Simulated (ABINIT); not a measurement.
Runs of ABINIT 10.8.3 (patched build) on TaN. Symmetry: P-6m2, No. 187, hexagonal system. The conventional cell has a = 2.938 Å, b = 2.938 Å, c = 2.883 Å, α = 90.00°, β = 90.00°, γ = 120.00°. Ta (site symmetry -6m2) has 6 N at 2.23 Å as nearest neighbours. Around N (site symmetry -6m2) lie 6 Ta at 2.23 Å. 

```tsv
task	level	potentials or basis	cell	k mesh	cutoff (eV)	cell freedom (optcell)	cutoff smearing ecutsm (Ha)	optimiser (ionmov)	force stop (Ha/bohr)	fine-grid cutoff	mesh quality	gap on the mesh (eV)	pressure (GPa)	relaxed volume (Å³/atom)
relaxation of cell and atoms	LDA	JTH PAW LDA v2.0	relaxed	10 × 10 × 9	707	2	0.5	2	0.0001	1306.15 eV	not flagged	none	0.0	(a)
single point	PBE	PseudoDojo NC SR PBE v0.4.1 standard	as given	8 × 8 × 7	952	-	-	-	-	-	not flagged	none	3.9	-
relaxation of cell and atoms	PBEsol	JTH PAW PBE v2.0	relaxed	10 × 10 × 9	707	2	0.5	2	0.0001	1306.15 eV	not flagged	none	0.0	10.64
relaxation of cell and atoms	r2SCAN	JTH PAW PBE v2.0	relaxed	7 × 7 × 6	844	2	0.5	2	0.0001	1442.2 eV	coarse	none	0.0	10.83
```

Alike in all rows: no spin polarisation; smearing fermi-dirac 0.05 eV.

Estimate the missing entries.

(a) 10.41.

Caveats: some runs use coarse meshes; the PAW data sets were made with another functional, which shifts forces and pressure a little (some runs).

A k mesh can miss the band edges, and the runs leave out spin-orbit coupling on Ta.

A gap of «none» marks a metal or a gap under the smearing width.
